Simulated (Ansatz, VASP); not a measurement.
Ca: VASP beside Ansatz

INCAR

```
ALGO = Normal
EDIFF = 1E-7
ENCUT = 520
GGA = PE
ISIF = 2
ISMEAR = -1
LASPH = True
LCHARG = False
LREAL = False
LWAVE = False
NBANDS = 11
NELM = 60
PREC = Accurate
SIGMA = 0.1
```

The input KPOINTS:

```
k-points
0
Gamma
  12 12 12
```

Contents of POSCAR:

```
Ca
1.0
    3.2696830869      0.0000000000      0.0000000000
    0.0000000000      3.2696830869      0.0000000000
    0.0000000000      0.0000000000      3.2696830869
Ca
1
Direct
    0.0000000000      0.0000000000      0.0000000000
```

Input for Ansatz:

```yaml
crystal:
  lattice:
    - [3.2696830869, 0.0, 0.0]
    - [0.0, 3.2696830869, 0.0]
    - [0.0, 0.0, 3.2696830869]
  atoms:
    - { symbol: Ca, position: [0.0, 0.0, 0.0] }
kpoints:
  mp_grid: { grid: [12, 12, 12] }
scf:
  occupations: { method: fermi_dirac, width: 0.1 }
hamiltonian:
  xc: pbe
  pseudopotentials: { kind: all_electron, lapw: { basis_error: 0.001 } }
output:
  forces: true
  stress: true
  eigenvalues: true
  populations: true
```

Change from the starting cell: volume scaled by 0.8, LAPW.

Alike in both runs: task single point; functional PBE; k mesh 12 × 12 × 12; occupations fermi-dirac, width 0.1 eV; no spin polarisation.

|  | VASP | Ansatz |
| --- | --- | --- |
| version | VASP 6.6.1 | Ansatz 0.2.0 |
| potentials or method | VASP PAW PBE potentials, release 64 (Ca_sv) | all-electron LAPW, scalar-relativistic |
| plane-wave cutoff (eV) | 520 | see its input |

VASP gave:

| Quantity | Value |
| --- | --- |
| pressure (GPa) | 3.5 |

Task: Which values does Ansatz return?

Result: Pressure (GPa): 3.4.

Ansatz ran all-electron here, so the differences hold the error of VASP's frozen core and of both bases.
